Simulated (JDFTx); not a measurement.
Runs of JDFTx 1.7.0 (patched build) on Cu. The structure is cubic, space group Fm-3m (No. 225). The conventional cell has a = 3.615 Å, b = 3.615 Å, c = 3.615 Å, α = 90.00°, β = 90.00°, γ = 90.00°. Around Cu (site symmetry m-3m) lie 12 Cu at 2.56 Å. 

```csv
task,level,potentials or basis,cell,k mesh,cutoff (eV),further solve for the empty bands,mesh quality,gap on the mesh (eV),pressure (GPa),relaxed volume (Å³/atom)
relaxation of cell and atoms,BLYP,SG15-PBE-1.2 with smoothed tails,relaxed,6 × 6 × 6,1361,no,coarse,none,0.0,12.72
relaxation of cell and atoms,PBE,Ansatz-NC-SR-PBE with smoothed tails,relaxed,10 × 10 × 10,1252,no,not flagged,none,0.0,11.96
relaxation of cell and atoms,PBE,SPMS-PBE-1.0 with smoothed tails,relaxed,10 × 10 × 10,1361,no,not flagged,none,0.0,11.96
relaxation of cell and atoms,PBEsol,SG15-PBE-1.2 with smoothed tails,relaxed,6 × 6 × 6,1361,no,coarse,none,0.0,11.37
relaxation of cell and atoms,PBE,SG15-PBE-1.2 with smoothed tails,relaxed,6 × 6 × 6,1361,no,coarse,none,0.0,(a)
relaxation of cell and atoms,LDA,SG15-PBE-1.2 with smoothed tails,relaxed,6 × 6 × 6,1361,no,coarse,none,0.0,10.80
```

Alike in all rows: no spin polarisation; smearing fermi-dirac 0.05 eV.

Task: Estimate the missing entries.

Result: (a) 12.07.

Caveats: some runs use coarse meshes; the potentials were made for another functional, which shifts forces and pressure (some runs); the plane waves are those of the starting cell, so after so large a change of volume the result is rough (some runs).

A gap of «none» marks a metal or a gap under the smearing width.
